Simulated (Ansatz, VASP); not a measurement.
## One calculation of KCl, two programs

The input INCAR:

```
SYSTEM = KCl
ALGO = Normal
EDIFF = 1E-7
ENCUT = 520
GGA = PE
ISIF = 2
ISMEAR = -1
LASPH = .TRUE.
LCHARG = .TRUE.
LELF = .TRUE.
LREAL = .FALSE.
LVHAR = .TRUE.
LWAVE = .FALSE.
NBANDS = 15
NELM = 100
PREC = Accurate
SIGMA = 0.02
```

File KPOINTS:

```
k-points
0
G
  8 8 8
  0 0 0
```

File POSCAR:

```
KCl
1.0
    3.7519353303      0.0000000000      0.0000000000
    0.0000000000      3.7519353303      0.0000000000
    0.0000000000      0.0000000000      3.7760141452
K Cl
1 1
Direct
    0.0000000000      0.0000000000      0.0000000000
    0.5000000000      0.5000000000      0.5000000000
```

Input for Ansatz:

```yaml
crystal:
  lattice:
    - [3.7519353303, 0.0, 0.0]
    - [0.0, 3.7519353303, 0.0]
    - [0.0, 0.0, 3.7760141452]
  atoms:
    - { symbol: K, position: [0.0, 0.0, 0.0] }
    - { symbol: Cl, position: [0.5, 0.5, 0.5] }
kpoints:
  mp_grid: { grid: [8, 8, 8] }
  band_path:
    path:
      - [0.0, 0.0, 0.0]
      - [0.0, 0.5, 0.0]
      - [0.5, 0.5, 0.0]
      - [0.5, 0.5, 0.5]
      - [0.0, 0.5, 0.5]
    npoints: 1
hamiltonian:
  xc: pbe
scf:
  occupations: { method: fermi_dirac, width: 0.02 }
  n_extra_bands: 4
output:
  forces: true
  stress: true
  eigenvalues: true
```

Change from the starting cell: epitaxial_xy strain -0.5%.

Alike in both runs: task single point; functional PBE; k mesh 8 × 8 × 8; occupations fermi-dirac, width 0.02 eV; no spin polarisation.

|  | VASP | Ansatz |
| --- | --- | --- |
| version | VASP 6.6.1 | Ansatz 0.2.0 |
| potentials or method | VASP PAW PBE potentials, release 64 (K_sv, Cl) | plane waves, PAW |
| plane-wave cutoff (eV) | 520 | 420 |
| valence electrons in the cell | 16 | 16 |

|  | VASP | Ansatz | Ansatz less VASP |
| --- | --- | --- | --- |
| gap on the k mesh at the Fermi level (eV) | 5.06 | 5.06 | +0.002 |
| pressure (GPa) | 1.3 | 1.3 | -0.03 |
| largest component of the traceless stress (GPa) | 0.20 | 0.20 | +0.001 |

A k mesh can miss the band edges.
